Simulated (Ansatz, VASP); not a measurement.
# GaO: VASP beside Ansatz, part 2 of 2

Aim: how closely do two programs agree when they are given the same cell, functional and k mesh? The cell is invented: As first built, before any earlier steps moved the atoms (in the runner's words): O for S in the GaS structure of space group R-3m. It may not be a known or stable phase. The cell is taken from a series of runs on this material, whose earlier steps may have relaxed, scaled, displaced or heated it; both programs get it as it stands.

VASP 6.6.1 and Ansatz 0.2.0.

So far. Step 5 (VASP: single point, r2SCAN, pair 2): The run ends at a pressure of 1.09 GPa, with forces up to 0.10 eV/Å.

### 6. Ansatz: single point, r2SCAN, pair 2

Level of this step: Ansatz beside VASP: Kohn-Sham DFT, plane waves, r2SCAN (Ansatz).

The same cell, functional and mesh now go to Ansatz, which takes its cutoff from its data sets.

The cell is taken from a series of runs on this material, whose earlier steps may have relaxed, scaled, displaced or heated it; both programs get it as it stands.

input.yaml reads:

```yaml
crystal:
  lattice:
    - [1.5406490326, 0.8894941337, 6.3331364274]
    - [-1.5406490326, 0.8894941337, 6.3331364274]
    - [0.0, -1.7789882674, 6.3331364274]
  atoms:
    - { symbol: Ga, position: [0.9346836786, 0.9346836786, 0.9346836786] }
    - { symbol: Ga, position: [0.0653163214, 0.0653163214, 0.0653163214] }
    - { symbol: O, position: [0.2312853031, 0.2312853031, 0.2312853031] }
    - { symbol: O, position: [0.7687146969, 0.7687146969, 0.7687146969] }
kpoints:
  mp_grid: { grid: [8, 8, 8] }
  band_path: { path: [VBM, CBM], npoints: 30 }
scf:
  occupations: { method: fixed }
hamiltonian:
  xc: r2scan
  pseudopotentials: { kind: nc }
output:
  eigenvalues: true
```

Command:

```console
$ ansatz run input.yaml --threads 2 --pin off --max-ram 4096MiB --backend cpu --events-out ev --progress --plain --runs-dir out
```

The log of the run:

```text
basis.fft_grid_basis auto: the FFT boxes are laid along the combinations [[1, 0, -1], [0, 1, -1], [0, 0, 1]] of the cell's own vectors, 3.081, 3.081 and 6.578 Å long. The dense box has 40×40×80 points. Along the cell's own vectors, as sized, it would have 80×80×80, 4.00 times as many. Of the 12 symmetry operations that the crystal satisfies within crystal.symmetry.tolerance (time reversal apart; of a slab, those that [...]
[...]
Fermi energy:    8.077938 eV
[...]
--- Band table (eV; the first three rows and the last of 65) ---
  k-point 0: bands = [... 15 lower, 5.5473, 5.6440, 5.6440, 6.5172, 10.7560, 13.1195, 18.4299, 18.9402]
  k-point 1: bands = [... 15 lower, 5.3678, 5.4392, 5.4756, 7.0807, 11.3681, 13.6565, 17.1902, 18.4809]
  k-point 2: bands = [... 15 lower, 4.9607, 5.0759, 5.4417, 7.6333, 12.4884, 13.9116, 15.4199, 17.9449]
  k-point 64: bands = [... 15 lower, 5.5146, 5.6758, 5.6758, 8.0779, 9.5530, 13.4249, 17.9644, 19.1232]
[key lines of the parts left out:]
SCF converged after 8 iterations
Free energy (F): -4852.757921 eV
```

### 7. Side by side

What differs besides the data sets and the points named for the pairs above, as far as they apply: the cutoff is 1290 eV in Ansatz and 580 eV in VASP. Total energies have different zeros and are not compared.

Compared:

```
              quantity  Ansatz   VASP  difference
gap on the k mesh (eV)   1.475  1.456      +0.019
```

A gap on the mesh is an upper bound, since the band edges may lie between its points.

### 8. Ansatz: single point, r2SCAN, pair 3

With cell and atoms fixed, the geometry can't cause a difference; cores, projectors, grids and the points listed under the comparison can.

The cell is taken from a series of runs on this material, whose earlier steps may have relaxed, scaled, displaced or heated it; both programs get it as it stands.

input.yaml reads:

```yaml
crystal:
  lattice:
    - [6.578253284, 0.0, 0.0]
    - [-1.44330073, 5.138100457, 0.0]
    - [-0.721650365, 2.569050228, 1.540649033]
  atoms:
    - { symbol: Ga, position: [0.8040510358, 0.9346836786, 0.0] }
    - { symbol: Ga, position: [0.1959489642, 0.0653163214, 0.0] }
    - { symbol: O, position: [0.6938559093, 0.2312853031, 0.0] }
    - { symbol: O, position: [0.3061440907, 0.7687146969, 0.0] }
kpoints:
  mp_grid: { grid: [14, 14, 14] }
scf:
  occupations: { method: fixed }
hamiltonian:
  xc: r2scan
  pseudopotentials: { kind: nc }
output:
  eigenvalues: true
  transmission:
    leads: [[0, 0]]
    kpoints: [[0.0, 0.0], [-0.5, 0.0]]
    e_range: [-1.0, 2.47]
    de: 0.06
```

The log of the run:

```text
[...]
Crystal: 4 atoms, lattice volume = 52.074 Å³
Basis set: ecut = 1290 eV, 5431 PW (Γ)
Bands: 23, of which v1, the nominal top of the filled ones, is band 19 counted from 1 (18 counted from 0)
Symmetry: 12 space group operations
[...]
k-points: 288 of 2744
[...]
k-point 287: bands = [... 15 lower, 5.5145, 5.6757, 5.6757, 8.0778, 9.5530, 13.4249, 17.9644, 19.1232]
--- Transmission ---
  basis      : 911 plane waves across, 4 finite elements along
  points     : 2, as listed
[...]
crystal 0  : Ga2O2, at the sites [0, 0], period 1.5406 Å: whole cells are its period
[...]
channels       : 0.000000e0 a spin
[...]
slowest decay  : 0.2082 /Å at (-0.5000, 0.0000)
[key lines of the parts left out:]
SCF converged after 9 iterations
Free energy (F): -4852.756758 eV
Fermi energy:    8.080183 eV
```

### 9. VASP: single point, r2SCAN, pair 3

The same cell, functional and mesh now go to VASP, with its own data sets.

INCAR reads:

```
SYSTEM = GaO
PREC = Accurate
ENCUT = 580
EDIFF = 1E-06
NELM = 120
ISMEAR = 0
SIGMA = 0.01
LREAL = .FALSE.
ALGO = Normal
METAGGA = R2SCAN
LASPH = .TRUE.
NBANDS = 25
LORBIT = 11
LWAVE = .FALSE.
LCHARG = .FALSE.
ISIF = 2
GGA_COMPAT = .FALSE.
EFERMI = MIDGAP
LMIXTAU = .TRUE.
KPAR = 2
```

POSCAR reads:

```
GaO
1.0
    6.5782532840      0.0000000000      0.0000000000
   -1.4433007300      5.1381004570      0.0000000000
   -0.7216503650      2.5690502280      1.5406490330
Ga O
2 2
Direct
    0.8040510358      0.9346836786      0.0000000000
    0.1959489642      0.0653163214      0.0000000000
    0.6938559093      0.2312853031      0.0000000000
    0.3061440907      0.7687146969      0.0000000000
```

KPOINTS reads:

```
Automatic mesh
0
Gamma
14 14 14
0 0 0
```

The projector-augmented-wave data sets are Ga_d and O (PBE family, release 64).

Command:

```console
$ mpirun -np 2 vasp_std
```

The log of the run:

```text
[... set-up lines as in an earlier step ...]
 entering main loop
       N       E                     dE             d eps       ncg     rms          rms(c)
DAV:   1     0.325489240896E+03    0.32549E+03   -0.21101E+04 15222   0.298E+03
DAV:   2    -0.614748305495E+01   -0.33164E+03   -0.31763E+03 16272   0.570E+02
DAV:   3    -0.496669410933E+02   -0.43519E+02   -0.43130E+02 16770   0.168E+02
DAV:   4    -0.511565724807E+02   -0.14896E+01   -0.14860E+01 19027   0.337E+01
[...]
DAV:  16    -0.412171596671E+02   -0.15610E-03   -0.32362E-05 16437   0.483E-02    0.341E-03
DAV:  17    -0.412171736026E+02   -0.13935E-04   -0.53813E-06 16536   0.198E-02    0.987E-04
DAV:  18    -0.412171731531E+02    0.44946E-06   -0.46820E-07 11402   0.640E-03
   1 F= -.41217173E+02 E0= -.41217173E+02  d E =0.000000E+00
```

Parts of OUTCAR (step 9):

```text
  Total        0.0889082      0.4565840      0.4880811     -0.1121283     -0.0000000     -0.0000000
  in kB        2.7354913     14.0479969     15.0170849     -3.4499195     -0.0000000     -0.0000000
  external PRESSURE =      10.6001911 kB  Pullay stress =       0.0000000 kB

 POSITION                                       TOTAL-FORCE (eV/Angst)
 -----------------------------------------------------------------------------------
      3.94022      4.80250      0.00000         0.096566      0.027126      0.000000
      1.19473      0.33560      0.00000        -0.096566     -0.027126      0.000000
      4.23055      1.18837      0.00000        -0.096034     -0.026976     -0.000000
      0.90441      3.94973      0.00000         0.096034      0.026976     -0.000000
 -----------------------------------------------------------------------------------
    total drift:                                0.000000     -0.000000     -0.000000

  FREE ENERGIE OF THE ION-ELECTRON SYSTEM (eV)
  ---------------------------------------------------
  free  energy   TOTEN  =       -41.2171731531 eV

  energy  without entropy=      -41.2171731531  energy(sigma->0) =      -41.21717315

[... 3 further parts left out ...]
[key lines of the parts left out:]
E-fermi :   4.2727
```

The run ends at a pressure of 1.06 GPa, with forces up to 0.10 eV/Å.

### 10. Side by side

The two programs side by side:

```
              quantity  Ansatz   VASP  difference
gap on the k mesh (eV)   1.473  1.452      +0.020
```

A gap on the mesh is an upper bound, since the band edges may lie between its points.

### 11. Summary of results

```
difference in gap on the k mesh (single point, r2SCAN, pair 1) : 0.026 eV
difference in gap on the k mesh (single point, r2SCAN, pair 2) : 0.019 eV
difference in gap on the k mesh (single point, r2SCAN, pair 3) : 0.020 eV
```

The difference in gap on the k mesh is 0.026 eV (single point, r2SCAN, pair 1), within the 0.08 eV picked in this series as the mark of a large difference. Such differences can come from data sets, numerical settings and the points named under the comparisons, not from the functional's error against experiment.

[Lines on the potential files, build, host, timing and source positions are cut from VASP's logs without a mark.]

[Logs are printed without paths, hosts, clocks, repeated set-up lines and the standing remarks that a program may print on its own settings, such as how far it seeks lower states.]

[Hosts, paths, dates, database ids (printed as entryN), source tags and the programs' standing remarks are cut or masked in the printed files.]
